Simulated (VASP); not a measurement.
Sn, 2 atoms in the cell. It takes space group Fd-3m (No. 227, cubic). Conventional cell: a = 6.537 Å, b = 6.537 Å, c = 6.537 Å, α = 90.00°, β = 90.00°, γ = 90.00°. Sn (site symmetry -43m) has 4 Sn at 2.83 Å as nearest neighbours. This isn't the form of Sn at room conditions, which is tetragonal (white tin).

```yaml
Program: VASP 6.6.1
Task: relaxation of cell and atoms
Functional: PBEsol
Potentials_or_basis: VASP PAW PBE potentials, release 64 (Sn_d)
Cutoff: 600 eV
k_mesh: 10 × 10 × 10
Occupations: gaussian, width 0.03 eV
Spin: no spin polarisation
Further_INCAR_settings: ALGO = Normal; EDIFF = 1e-07; IBRION = 2; EDIFFG = -0.005; NSW = 90; ISIF = 3
```

Potentials or basis: VASP PAW PBE potentials, release 64 (Sn_d).

Command:

```sh
$ cat potpaw_PBE.64/Sn_d/POTCAR > POTCAR
$ mpirun -np 1 vasp_std > vasp.out
```

Hardware: 1 thread of Intel(R) Xeon(R) Platinum 8559C (Emerald Rapids), with other jobs on the host.

Task: How long does it take, and how much memory?

Result: Wall time 50 s on 1 thread of Intel(R) Xeon(R) Platinum 8559C (Emerald Rapids) (shared host), peak memory 0.25 GiB. Counts: scf iterations 12, k points 47, ion steps 1.
